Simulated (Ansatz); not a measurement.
The system is Ir.

```xyz
1
Lattice="0.0000 1.9156 1.9156 1.9156 0.0000 1.9156 1.9156 1.9156 0.0000" Properties=species:S:1:pos:R:3 pbc="T T T"
Ir    0.0000    0.0000    0.0000
```

```yaml
Program: Ansatz 0.2.0
Task: relaxation of cell and atoms
Functional: PBE
Potentials_or_basis: Ansatz PAW
Cutoff: "420 eV (not typed: the program's choice for these potentials)"
k_mesh: 12 × 12 × 12
Occupations: fermi-dirac, width 0.05 eV
Spin: no spin polarisation
```

At the start: volume 14.06 Å³/atom.

**Question.** How do energy, volume and symmetry change on relaxing?

**Answer.** It ends after 5 steps and the volume is 14.48 Å³/atom (+3.0 %); space group Fm-3m (No. 225, to 0.05 Å).

The path:
```tsv
step	energy change (eV)	largest force (eV/Å)	volume (Å³)
1	0.0000	0.0000	14.06
2	-0.0139	0.0000	14.53
3	-0.0141	0.0000	14.49
4	-0.0141	0.0000	14.48
5	-0.0143	0.0000	14.48
```

Final structure:
```
Ir
1.0
     0.00000    1.93466    1.93466
     1.93466    0.00000    1.93466
     1.93466    1.93466    0.00000
Ir
1
Direct
  0.00000 0.00000 0.00000
```

Caveat: the plane-wave basis is chosen anew once the cell has moved, so the energies of steps on either side of that aren't comparable.
